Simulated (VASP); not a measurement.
# NGeH3 in VASP: settings compared

Aim: see how the results for NGeH3 move with the level of theory and the settings. Levels: HSE06+TS, r2SCAN0+D3(BJ). Tasks: single point.

Program: VASP 6.6.1. These are calculated values, not measurements. Logs are shortened: lines on timing, memory, paths and dates and some standing lists are left out, and cuts for length are marked.

## 1. The structure

The cell holds a molecule in a box, 5 atoms: a = 11.000 Å, b = 13.000 Å, c = 10.000 Å, α = 90.00°, β = 90.00°, γ = 90.00°.

## 2. Single point, HSE06+TS

The input, POSCAR:

```
GeH3N
1.0
   11.0000000000      0.0000000000      0.0000000000
    0.0000000000     13.0000000000      0.0000000000
    0.0000000000      0.0000000000     10.0000000000
N Ge H
1 1 3
Direct
    0.4933636400      0.4439384600      0.5154400000
    0.5909000000      0.5559076900      0.5316800000
    0.5174272700      0.3747230800      0.5522300000
    0.4114636400      0.4425615400      0.4704500000
    0.4964363600      0.6285076900      0.4545700000
```

The input, INCAR.step1:

```
SYSTEM = GeH3N
PREC = Accurate ; ENCUT = 520
EDIFF = 1E-5 ; ISMEAR = 0
SIGMA = 0.01 ; LREAL = .FALSE.
LASPH = .TRUE. ; NELM = 80
ALGO = Normal ; ISIF = 2
LWAVE = .TRUE. ; LCHARG = .FALSE.
NBANDS = 19 ; GGA = PE
```

The input, INCAR.step2:

```
SYSTEM = GeH3N
PREC = Accurate ; ENCUT = 520
EDIFF = 1E-7 ; ISMEAR = 0
SIGMA = 0.01 ; LREAL = .FALSE.
LASPH = .TRUE. ; NELM = 80
ALGO = Normal ; ISIF = 2
LWAVE = .FALSE. ; LCHARG = .FALSE.
GGA = PE ; LHFCALC = .TRUE.
HFSCREEN = 0.2 ; PRECFOCK = Normal
IVDW = 2 ; NBANDS = 19
ISTART = 1
```

The input, KPOINTS:

```
regular mesh
0
G
  1 1 1
  0 0 0
```

Potentials or basis: VASP PAW PBE potentials, release 64 (N, Ge_d, H).

On the command line:

```console
cat potpaw_PBE.64/N/POTCAR potpaw_PBE.64/Ge_d/POTCAR potpaw_PBE.64/H/POTCAR > POTCAR
cp INCAR.step1 INCAR
mpirun -np 1 vasp_gam > vasp.out
cp INCAR.step2 INCAR
mpirun -np 1 vasp_gam > vasp.out
```

OUTCAR:

```text
SYSTEM = GeH3N
   PREC = Accurate
   ENCUT = 520
   EDIFF = 1E-7
   ISMEAR = 0
   LREAL = .FALSE.
   LASPH = .TRUE.
   NELM = 80
   ISIF = 2
   GGA = PE
   LHFCALC = .TRUE.
   HFSCREEN = 0.2
   PRECFOCK = Normal
   IVDW = 2
   ISTART = 1
  IVDW =   2

 ion  position               nearest neighbor table
   1  0.493  0.444  0.515-   4 1.01   3 1.01   2 1.82
   2  0.591  0.556  0.532-   5 1.60   1 1.82
   3  0.517  0.375  0.552-   1 1.01
   4  0.411  0.443  0.470-   1 1.01
   5  0.496  0.629  0.455-   2 1.60

  LATTYP: Found a simple orthorhombic cell.
 ALAT       =    10.0000000000
 B/A-ratio  =     1.1000000000
 C/A-ratio  =     1.3000000000

  Lattice vectors:

 A1 = (   0.0000000000,   0.0000000000,  10.0000000000)
 A2 = (  11.0000000000,   0.0000000000,   0.0000000000)
 A3 = (   0.0000000000,  13.0000000000,   0.0000000000)

Analysis of symmetry for initial positions (statically):
=====================================================================
 Subroutine PRICEL returns:
 Original cell was already a primitive cell.

 Routine SETGRP: Setting up the symmetry group for a
 simple orthorhombic supercell.

 Subroutine GETGRP returns: Found  1 space group operations
 (whereof  1 operations were pure point group operations)
 out of a pool of  8 trial point group operations.

The static configuration has the point symmetry C_1 .

Analysis of symmetry for dynamics (positions and initial velocities):
=====================================================================
 Subroutine PRICEL returns:
 Original cell was already a primitive cell.

 Routine SETGRP: Setting up the symmetry group for a
 simple orthorhombic supercell.

 Subroutine GETGRP returns: Found  1 space group operations
 (whereof  1 operations were pure point group operations)
 out of a pool of  8 trial point group operations.

The dynamic configuration has the point symmetry C_1 .

 Subroutine INISYM returns: Found  1 space group operations
 (whereof  1 operations are pure point group operations),
 and found     1 'primitive' translations

----------------------------------------------------------------------------------------

                                     Primitive cell

  volume of cell :    1430.0000

  direct lattice vectors                    reciprocal lattice vectors
    11.000000000  0.000000000  0.000000000     0.090909091  0.000000000  0.000000000
     0.000000000 13.000000000  0.000000000     0.000000000  0.076923077  0.000000000
     0.000000000  0.000000000 10.000000000     0.000000000  0.000000000  0.100000000

  length of vectors
    11.000000000 13.000000000 10.000000000     0.090909091  0.076923077  0.100000000

  position of ions in fractional coordinates (direct lattice)
     0.493363640  0.443938460  0.515440000
     0.590900000  0.555907690  0.531680000
     0.517427270  0.374723080  0.552230000
     0.411463640  0.442561540  0.470450000
     0.496436360  0.628507690  0.454570000

  ion indices of the primitive-cell ions
   primitive index   ion index
                 1           1
                 2           2
                 3           3
                 4           4
                 5           5

----------------------------------------------------------------------------------------

 KPOINTS: regular mesh

Automatic generation of k-mesh.
 Grid dimensions read from file:
 generate k-points for:    1    1    1

 Generating k-lattice:

  Cartesian coordinates                     Fractional coordinates (reciprocal lattice)
     0.090909091  0.000000000  0.000000000     1.000000000  0.000000000  0.000000000
     0.000000000  0.076923077  0.000000000     0.000000000  1.000000000  0.000000000
     0.000000000  0.000000000  0.100000000     0.000000000  0.000000000  1.000000000

  Length of vectors
     0.090909091  0.076923077  0.100000000

  Shift w.r.t. Gamma in fractional coordinates (k-lattice)
     0.000000000  0.000000000  0.000000000

 Subroutine IBZKPT returns following result:
 ===========================================

 Found      1 irreducible k-points:

 Following reciprocal coordinates:
            Coordinates               Weight
  0.000000  0.000000  0.000000      1.000000
   k-points           NKPTS =      1   k-points in BZ     NKDIM =      1   number of bands    NBANDS=     19
   number of dos      NEDOS =    301   number of ions     NIONS =      5
   total plane-waves  NPLWV = 658560
   dimension x,y,z NGX =    84 NGY =   98 NGZ =   80
   dimension x,y,z NGXF=   168 NGYF=  196 NGZF=  160
   ions per type =               1   1   3
   NGX,Y,Z   is equivalent  to a cutoff of  12.70, 12.53, 13.30 a.u.
   NGXF,Y,Z  is equivalent  to a cutoff of  25.39, 25.06, 26.60 a.u.
 SYSTEM =  GeH3N
   PREC   = accura    normal or accurate (medium, high low for compatibility)
   ISTART =      1    job   : 0-new  1-cont  2-samecut
   ICHARG =      0    charge: 1-file 2-atom 10-const
   ISPIN  =      1    spin polarized calculation?
   LNONCOLLINEAR =      F non collinear calculations
   LSORBIT =      F    spin-orbit coupling
   LASPH  =      T    aspherical Exc in radial PAW
   ENCUT  =  520.0 eV  38.22 Ry    6.18 a.u.  20.45 24.17 18.59*2*pi/ulx,y,z
   NELM   =     80;   NELMIN=  2; NELMDL=  0     # of ELM steps
   EDIFF  = 0.1E-06   stopping-criterion for ELM
   LREAL  =      F    real-space projection
   EDIFFG = 0.1E-05   stopping-criterion for IOM
   NSW    =      0    number of steps for IOM
   IBRION =     -1    ionic relax: 0-MD 1-quasi-New 2-CG
   NFREE  =      0    steps in history (QN), initial steepest desc. (CG)
   ISIF   =      2    stress and relaxation
   ISYM   =      3    0-nonsym 1-usesym 2-fastsym
   POTIM  = 0.5000    time-step for ionic-motion
   TEBEG  =    0.0;   TEEND  =   0.0 temperature during run
   PSTRESS=    0.0 pullay stress
   NELECT =      22.0000    total number of electrons
   NUPDOWN=      -1.0000    fix difference up-down
   EMIN   =  10.00;   EMAX   =-10.00  energy-range for DOS
   EFERMI =   0.00;   METHOD = LEGACY
   ISMEAR =     0;   SIGMA  =   0.01  broadening in eV -4-tet -1-fermi 0-gaus
   EFERMI_NEDOS =   21; number of points for ismear=-14 and -15
   IALGO  =     38    algorithm
   IMIX   =      1    mixing-type and parameters
     AMIX     =   0.40;   BMIX     =  1.00
     AMIX_MAG =   1.60;   BMIX_MAG =  1.00
  volume/ion in A,a.u.               =     286.00      1930.02
  Fermi-wavevector in a.u.,A,eV,Ry     =   0.407165  0.769430  2.255619  0.165783
  Thomas-Fermi vector in A             =   1.360627
   LORBIT       =      0    0 simple, 1 ext, 2 COOP (PROOUT), +10 PAW based schemes
   GGA     = PE    functional components
   LHFCALC =     T    Hartree Fock is set to
   PRECFOCK=normal    Normal, Fast or Accurate (Low or Medium for compatibility)
   ENCUT4O =  -1.0   cutoff for four orbital integrals eV
   NKREDX  =     1    reduce k-point grid by
   NKREDY  =     1    reduce k-point grid by
   NKREDZ  =     1    reduce k-point grid by
   AEXX    =    0.2500 exact exchange contribution
   HFSCREEN=    0.2000 screening length (either q_TF or 0.3 A-1)
   HFSCREENC=   0.2000 screening length for correlation (either q_TF or 0.3 A-1)
   ENCUTFOCK=  -1.0 apply spherical cutoff to Coloumb kernel
   IVDW    =     2    specifies the selected vdW correction
   LEPSILON=     F    determine dielectric tensor
   LRPA    =     F    only Hartree local field effects (RPA)
 non-spin polarized calculation
 Gauss-broadening in eV      SIGMA  =   0.01
  energy-cutoff  :      520.00
  volume of cell :     1430.00
 maximum number of plane-waves:     19293
 NGX is ok and might be reduce to    84
  NGX = 64; NGY = 80; NGZ = 56

 number of electron      21.9999985 magnetization

 Free energy of the ion-electron system (eV)
  ---------------------------------------------------
  ext. energy  EPLUGINS =         0.00000000
  ---------------------------------------------------
  free energy    TOTEN  =       -26.79569943 eV

  energy without entropy =      -26.79569943  energy(sigma->0) =      -26.79569943

 E-fermi :  -5.9707     XC(G=0):  -0.7256

 val. band max:       -6.0545037258   @ k =   0.0000   0.0000   0.0000
 cond. band min:      -1.8591128964   @ k =   0.0000   0.0000   0.0000
 fundamental gap:      4.1953908293
 Fermi energy:        -5.9706859578

 k-point     1 :       0.0000    0.0000    0.0000
  band No.  band energies     occupation
      1     -31.6523      2.00000
      2     -31.5645      2.00000
      3     -31.4706      2.00000
      4     -31.4170      2.00000
      5     -31.2968      2.00000
      6     -23.0998      2.00000
[... 11 lines left out ...]
     18       1.0597      0.00000
     19       1.2904      0.00000

------------------------ aborting loop because EDIFF is reached ----------------------------------------

  Hirshfeld charges:
            ion         q(e)
   ------------------------------
      1     N       -0.29462352
      2     Ge       0.20797516
      3     H        0.10771657
      4     H        0.11032067
      5     H       -0.13138888

  Tkatchenko/Scheffler method for vdW energy calculation

  Number of pair interactions contributing to vdW energy:    5398

  Edisp (eV):   -0.00468

  FORCE on cell =-STRESS in cart. coord.  units (eV):
  Direction    XX          YY          ZZ          XY          YZ          ZX
  --------------------------------------------------------------------------------------
  -------------------------------------------------------------------------------------
  Total      -0.22712    -0.28439    -0.13284    -0.08008     0.01205    -0.04657
  in kB      -0.25446    -0.31863    -0.14884    -0.08972     0.01350    -0.05217
  external pressure =       -0.24 kB  Pullay stress =        0.00 kB

 VOLUME and BASIS-vectors are now :
 -----------------------------------------------------------------------------
  energy-cutoff  :      520.00
  volume of cell :     1430.00
      direct lattice vectors                 reciprocal lattice vectors
    11.000000000  0.000000000  0.000000000     0.090909091  0.000000000  0.000000000
     0.000000000 13.000000000  0.000000000     0.000000000  0.076923077  0.000000000
     0.000000000  0.000000000 10.000000000     0.000000000  0.000000000  0.100000000

 POSITION                                       TOTAL-FORCE (eV/Angst)
 -----------------------------------------------------------------------------------
      5.42700      5.77120      5.15440         0.088769      0.113220      0.013180
      6.49990      7.22680      5.31680        -0.137466     -0.080119     -0.048661
      5.69170      4.87140      5.52230         0.000416      0.008152     -0.001185
      4.52610      5.75330      4.70450        -0.002384     -0.003738      0.000584
      5.46080      8.17060      4.54570         0.050665     -0.037515      0.036082
 -----------------------------------------------------------------------------------
    total drift:                               -0.001030     -0.000765      0.000975

  FREE ENERGIE OF THE ION-ELECTRON SYSTEM (eV)
  ---------------------------------------------------
  free  energy   TOTEN  =       -26.8003767554 eV

  energy  without entropy=      -26.8003767554  energy(sigma->0) =      -26.80037676
```

Run time: 7.3 min. Hardware: 1 thread of Intel Xeon 6975P-C (Granite Rapids), shared host; peak memory 1.2 GiB.

Results:

| Property | Result |
| --- | --- |
| Free energy | -26.8004 eV |
| Largest force | 0.166 eV/Å |
| Gap between the frontier levels | 4.20 eV |
| Hirshfeld charges | N -0.29; Ge +0.21; H +0.11, -0.13 e |
| Dispersion energy per atom | -0.001 eV |

Forces on the atoms (eV/Å):
```
N    0.089  0.113  0.013
Ge  -0.137 -0.080 -0.049
H    0.000  0.008 -0.001
H   -0.002 -0.004  0.001
H    0.051 -0.038  0.036
```

Levels at points of the mesh, in eV from the valence-band top:
```csv
k point,band 8,band 9,band 10,band 11,band 12,band 13,band 14,band 15
"(0.00, 0.00, 0.00)",-7.23,-3.16,-1.43,0.00,4.20,5.55,6.18,6.67
```

Caveat: the PAW data sets were made with another functional, which shifts forces and pressure a little.

## 3. Single point, r2SCAN0+D3(BJ)

POSCAR is that of step 2.

The input, INCAR.step1:

```
SYSTEM = GeH3N
ALGO = Normal
EDIFF = 1E-5
ENCUT = 520
GGA = PE
ISIF = 2
ISMEAR = 0
LASPH = .True.
LREAL = .False.
LWAVE = .True.
NELM = 60
PREC = Accurate
SIGMA = 0.01
```

The input, INCAR.step2:

```
SYSTEM = GeH3N
AEXX = 0.25
ALGO = Normal
EDIFF = 1E-6
ENCUT = 520
HFRCUT = -1
ISIF = 2
ISMEAR = 0
ISTART = 1
IVDW = 12
LASPH = .True.
LCHARG = .True.
LELF = .True.
LHFCALC = .True.
LMIXTAU = .True.
LREAL = .False.
LVACPOTAV = .True.
LVHAR = .True.
LWAVE = .False.
METAGGA = R2SCAN
NELM = 60
PREC = Accurate
PRECFOCK = Fast
SIGMA = 0.01
VDW_A1 = 0.4534
VDW_A2 = 5.8972
VDW_S6 = 1.0
VDW_S8 = 1.1846
```

The input, KPOINTS:

```
k-points
0
Gamma
  1 1 1
  0 0 0
```

Potentials or basis: VASP PAW PBE potentials, release 64 (N, Ge_d, H).

On the command line:

```console
cat potpaw_PBE.64/N/POTCAR potpaw_PBE.64/Ge_d/POTCAR potpaw_PBE.64/H/POTCAR > POTCAR
cp INCAR.step1 INCAR
mpirun -np 1 vasp_gam > vasp.out
cp INCAR.step2 INCAR
mpirun -np 1 vasp_gam > vasp.out
```

Wall time 6.9 min (1 thread of Intel Xeon 6975P-C (Granite Rapids), shared host); peak memory 1.3 GiB.

Results (log left out):

```
Free energy                     : -36.0796 eV
Largest force                   : 0.397 eV/Å
Gap between the frontier levels : 5.19 eV
Dispersion energy per atom      : -0.004 eV
```

Forces on the atoms (eV/Å):
```
N    0.098  0.110  0.018
Ge  -0.340 -0.163 -0.125
H   -0.041  0.175 -0.069
H    0.148 -0.001  0.083
H    0.134 -0.121  0.093
```

Levels at points of the mesh, in eV from the valence-band top:
| k point | band 8 | band 9 | band 10 | band 11 | band 12 | band 13 | band 14 | band 15 |
| --- | --- | --- | --- | --- | --- | --- | --- | --- |
| (0.00, 0.00, 0.00) | -7.34 | -3.23 | -1.47 | 0.00 | 5.19 | 6.63 | 7.19 | 7.61 |

Caveat: the PAW data sets were made with another functional, which shifts forces and pressure a little.
